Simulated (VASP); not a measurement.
From VASP inputs to Ansatz: MgF2 (strained measured structure)

INCAR

```
PREC = Accurate
LREAL = .FALSE.
NBANDS = 25
LWAVE = .FALSE.
ISIF = 2
LELF = .TRUE.
SIGMA = 0.02
EDIFF = 1E-7
NELM = 120
ENCUT = 520
GGA = PE
IBRION = -1
ISMEAR = -1
LCHARG = .TRUE.
NSW = 0
LASPH = .TRUE.
```

KPOINTS

```
KPOINTS created by Atomic Simulation Environment
0
Gamma
6 6 8
0 0 0
```

KPOINTS_OPT

```
special points
7
Reciprocal
0.0000000000 0.0000000000 0.0000000000 1
0.0000000000 0.5000000000 0.0000000000 1
0.5000000000 0.5000000000 0.0000000000 1
0.0000000000 0.0000000000 0.5000000000 1
0.0000000000 0.5000000000 0.5000000000 1
0.5000000000 0.5000000000 0.5000000000 1
-0.0052080000 -0.0052080000 0.0000000000 1
```

POSCAR

```
Mg F
 1.0000000000000000
     4.8281581859999996    0.0000000000000000    0.0000000000000000
     0.0000000000000000    4.8281581859999996    0.0000000000000000
     0.0000000000000000    0.0000000000000000    3.1819681206000001
 Mg  F
   2   4
Cartesian
  0.0000000000000000  0.0000000000000000  0.0000000000000000
  2.4140790929999998  2.4140790929999998  1.5909840603000001
  1.4805237050900486  1.4805237050900486  0.0000000000000000
  0.9335553879099510  3.8946027980900486  1.5909840603000001
  3.3476344809099503  3.3476344809099503  0.0000000000000000
  3.8946027980900486  0.9335553879099510  1.5909840603000001
```

VASP ran with the recommended PBE PAW datasets (32 valence electrons in the cell).

Q: Write an Ansatz input for this cell and level of theory.

A: 

```yaml
crystal:
  lattice:
    - [4.828158186, 0.0, 0.0]
    - [0.0, 4.828158186, 0.0]
    - [0.0, 0.0, 3.1819681206]
  atoms:
    - { symbol: Mg, position: [0.0, 0.0, 0.0] }
    - { symbol: Mg, position: [0.5, 0.5, 0.5] }
    - { symbol: F, position: [0.3066435788, 0.3066435788, 0.0] }
    - { symbol: F, position: [0.1933564212, 0.8066435788, 0.5] }
    - { symbol: F, position: [0.6933564212, 0.6933564212, 0.0] }
    - { symbol: F, position: [0.8066435788, 0.1933564212, 0.5] }
kpoints:
  mp_grid: { grid: [6, 6, 8] }
  band_path:
    path:
      - [0.0, 0.0, 0.0]
      - [0.0, 0.5, 0.0]
      - [0.5, 0.5, 0.0]
      - [0.0, 0.0, 0.5]
      - [0.0, 0.5, 0.5]
      - [0.5, 0.5, 0.5]
      - [-0.005208, -0.005208, 0.0]
    npoints: 1
hamiltonian:
  xc: pbe
scf:
  occupations: { method: fermi_dirac, width: 0.02 }
  n_extra_bands: 5
output:
  forces: true
  stress: true
  eigenvalues: true
```

Other inputs would serve too.

```tsv
	VASP	Ansatz
gap between bands v and c	6.27 eV	6.31 eV
least direct gap	6.27 eV	6.31 eV
pressure	-7.0 GPa	-6.3 GPa
largest force	0.03 eV/Å	0.04 eV/Å
```

Each program uses its own PAW datasets. VASP's cell holds 32 valence electrons and Ansatz's 48. Ansatz's stress includes a Pulay correction; VASP's doesn't.
